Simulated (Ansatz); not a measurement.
LiH built on the rocksalt prototype, relaxed with r2SCAN: the symmetry is Fm-3m (No. 225, cubic); conventional cell a = 4.006 Å, 8.04 Å³ an atom. Around Li lie 6 H at 2.00 Å; around H lie 6 Li at 2.00 Å. One-shot G0W0@PBE in the plane-wave code Ansatz on a 6×6×6 mesh (contour deformation, no spin-orbit coupling), from a PBE gap of 2.982 eV over the mesh points (the G0W0 gap is direct on the mesh); the number N of bands summed and the screening cutoff rise together. Calculated for a static, non-magnetic cell.

| N | cutoff (eV) | 1000/N | G0W0 gap (eV) |
| --- | --- | --- | --- |
| 28 | 80 | 35.714 | 4.659 |
| 62 | 140 | 16.129 | 4.792 |

Question: Lay a straight line in 1000/N through these rows.

Answer: The slope is -0.0068 eV per unit of 1000/N and the intercept 4.902 eV.

Question: Predict the gap at N = 113 (210 eV).

Answer: 4.902 + (-0.0068) × 8.850 = 4.842 eV; the run gives 4.854 eV, +0.012 eV from the line.

Question: With that run's result added, what limit do the last two rows suggest?

Answer: Their slope is (4.854 − 4.792)/(8.850 − 16.129) = -0.0085, which meets 1/N = 0 at 4.93 eV, against 4.902 eV from the first line. The slope steepens, so 1/N isn't yet asymptotic and the true limit probably lies higher still; the k mesh isn't extrapolated.
